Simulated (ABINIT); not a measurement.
**NiO: single point with PBEsol**

**Measured values to compare with.**

“Local correlations, non-local screening, multiplets, and band formation in NiO”, 2012, arxiv:1210.6675 quotes, for a bulk crystal of NiO: band gap 4.3 eV.

NiO:

```
CELL_PARAMETERS angstrom
0.00000 2.08590 2.08590
2.08590 0.00000 2.08590
2.08590 2.08590 0.00000
ATOMIC_POSITIONS crystal
Ni 0.00000 0.00000 0.00000
O 0.50000 0.50000 0.50000
```

```json
{
  "Program": "ABINIT 10.8.3 (patched build)",
  "Task": "single point",
  "Functional": "PBEsol",
  "Potentials or basis": "PseudoDojo NC SR PBEsol v0.4.1 standard",
  "Cutoff": "1225 eV",
  "k mesh": "8 × 8 × 8",
  "Occupations": "fermi-dirac, width 0.05 eV",
  "Spin": "collinear spin, ferromagnetic start",
  "Starting moments": "[1.0, 0.0] μB"
}
```

```json
{
  "Pressure": "-6.2 GPa",
  "Band gap on the k mesh": "none (metal or under the smearing width)",
  "Net moment": "1.69 μB per cell",
  "Site moments": "Ni +1.39; O +0.29 μB",
  "Valence electrons inside the program's atomic spheres": "Ni 16.19; O 6.18"
}
```

Levels at points of the mesh, in eV from the Fermi level:
Spin up:
| k point | band 10 | band 11 | band 12 | band 13 | band 14 | band 15 | band 16 | band 17 |
| --- | --- | --- | --- | --- | --- | --- | --- | --- |
| (0.00, 0.00, 0.00) | -3.05 | -2.55 | -2.55 | -2.55 | 1.53 | 17.67 | 18.79 | 18.79 |
| (0.50, 0.00, 0.00) | -1.83 | -1.31 | 0.34 | 0.34 | 5.50 | 9.93 | 13.95 | 13.95 |
| (0.50, 0.50, 0.00) | -2.71 | -2.14 | -1.51 | -1.51 | 6.13 | 10.46 | 12.12 | 16.53 |
Spin down:
```csv
k point,band 9,band 10,band 11,band 12,band 13,band 14
"(0.00, 0.00, 0.00)",-1.65,-1.65,-1.65,-0.70,-0.70,1.85
"(0.50, 0.00, 0.00)",-0.74,-0.74,-0.37,2.17,2.17,5.66
"(0.50, 0.50, 0.00)",-2.68,-0.51,-0.51,-0.27,0.29,6.50
```

Run time: 3.2 min on 1 thread of Arm Neoverse V1 (shared host), peak memory 0.1 GiB.

Measured gap of NiO: 4.3 eV (quoted in “Local correlations, non-local screening, multiplets, and band formation in NiO”, 2012, arxiv:1210.6675). This calculation gives 0.00 eV (-4.30 eV). So large a miss can be the level of theory's own, or it may mean another phase, state or a wrong row. The value is that of PBEsol on a finite k mesh, which can miss the band edges, without temperature or zero-point motion. Semilocal functionals fall short of measured gaps as a rule. The run's magnetic order (collinear spin, ferromagnetic start) needn't be the measured crystal's.

Caveat: Libxc's GGAs can fail where the two spin gradients oppose each other; small starting moments can end in a higher magnetic state in this program; a cell with one magnetic atom can't hold antiferromagnetic order, which such compounds often take; semilocal functionals often make such compounds metallic where correlation or magnetic order opens a gap, which also shifts bond lengths.
